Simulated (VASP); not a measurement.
Here is a VASP 6.6.1 calculation.

File INCAR:

```
PREC     = Accurate       # precision mode
ENCUT    = 520            # plane-wave cutoff, eV
EDIFF    = 1E-7           # SCF threshold, eV
ISMEAR   = -1             # smearing method
SIGMA    = 0.05           # smearing width, eV
LREAL    = F              # projectors in reciprocal space
LASPH    = T              # aspherical terms in the spheres
NELM     = 80             # most SCF steps
ALGO     = Normal         # electronic algorithm
ISIF     = 2              # what is computed and relaxed
LWAVE    = F              # write WAVECAR
LCHARG   = T              # write CHGCAR
GGA      = B5             # functional
ALDAX    = 1.0          
AGGAX    = 1.0          
AGGAC    = 1.0          
ALDAC    = 0.0          
LELF     = T              # ELF
LVHAR    = T            
NBANDS   = 16             # bands
```

File KPOINTS:

```
Automatic mesh
0
Gamma
  8 8 8
```

The input POSCAR:

```
InAs
1.0
    0.0000000000      3.1576308917      3.1576308917
    3.1576308917      0.0000000000      3.1576308917
    3.1576308917      3.1576308917      0.0000000000
In As
1 1
Direct
    0.0000000000      0.0000000000      0.0000000000
    0.7500000000      0.7500000000      0.7500000000
```

Potentials or basis: VASP PAW PBE potentials, release 64 (In_d, As).

Command:

```sh
$ cat potpaw_PBE.64/In_d/POTCAR potpaw_PBE.64/As/POTCAR > POTCAR
$ mpirun -np 1 vasp_std > vasp.out
```

**Question.** Estimate the pressure.

**Answer.** 0.1 GPa.

**Question.** Predict the band gap on the k mesh.

**Answer.** Zero (filled and empty bands touch).

Caveat: the PAW data sets were made with another functional, which shifts forces and pressure a little; spin-orbit coupling is left out, which moves the levels of the heavy elements.

**The experiment to reproduce.**

A printed reference work, data compilation reports, for a bulk crystal of InAs at 4.2 K: band gap 0.418 eV (direct).

Against the measured gap of InAs, 0.418 eV (direct; 4.2 K; a printed reference work, data compilation), the calculated 0.00 eV is off by -0.42 eV. Spin-orbit coupling on As, In is left out. The value is that of BLYP on a finite k mesh, which can miss the band edges, without temperature or zero-point motion. Semilocal functionals fall short of measured gaps as a rule.
